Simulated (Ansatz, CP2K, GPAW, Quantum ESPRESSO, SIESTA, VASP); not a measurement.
## One calculation of CsSnI3, 7 ways

```
Cs I Sn
1.0
     6.20570    0.00000    0.00000
     0.00000    6.20570    0.00000
     0.00000    0.00000    6.20570
Cs I Sn
1 3 1
Direct
  0.00000 0.00000 0.00000
  0.50000 0.50000 0.00000
  0.50000 0.00000 0.50000
  0.00000 0.50000 0.50000
  0.50000 0.50000 0.50000
```

The cell was measured well above room temperature.

Alike in all runs: task single point; functional PBEsol; k mesh 5 × 5 × 5; occupations fermi-dirac, width 0.05 eV; no spin polarisation; no spin-orbit coupling. Pressure is positive in compression and, in plane waves, holds the error of the finite cutoff, which Ansatz's Pulay term estimates and takes out.

```
                                                                                                           program and potentials  plane-wave cutoff (eV)                                                                                            notes  pressure (GPa)
                                                                                                               Ansatz, Ansatz PAW                     420  potentials made for PBE, which Ansatz adapts in part; 14.8 valence electrons an atom on average           -0.69
SIESTA, files PseudoDojo sr-pbesol-0.4.1-standard, DZP (energy shift 0.003 Ry; two zetas on semicore shells; d shell added on Cs)                       -                                           atomic basis; 8.8 valence electrons an atom on average           -0.54
                                                                                GPAW, PAW data sets generated for this functional                     600                                                         8.8 valence electrons an atom on average           -0.69
                                                                                       VASP, PBE PAW files Cs_sv, I, Sn_d, 520 eV                     520                                potentials made for PBE; 8.8 valence electrons an atom on average           -0.69
                                                                                                Quantum ESPRESSO, GBRV 1.5 PBEsol                     925                                                         8.8 valence electrons an atom on average           -0.73
                                                                                   Ansatz, all-electron LAPW, scalar-relativistic                       -                                                                                                -           -0.69
                                        CP2K, POTENTIAL_UZH Cs GTH-PBE-q9, I GTH-PBE-q7, Sn GTH-PBE-q4; TZVP-MOLOPT-PBE-GTH basis                       -                  atomic basis; potentials made for PBE; 6.8 valence electrons an atom on average            0.06
```

The pressure spans -0.73 (Quantum ESPRESSO, GBRV 1.5 PBEsol) to 0.06 GPa (CP2K, POTENTIAL_UZH Cs GTH-PBE-q9, I GTH-PBE-q7, Sn GTH-PBE-q4; TZVP-MOLOPT-PBE-GTH basis), with all-electron results at -0.69. Rows in atomic bases carry the error of their basis and grid, which can be large.

The functional is the same throughout but for its coding, so the spread measures potentials, basis and numerics; runs on potential files found faulty are left out.
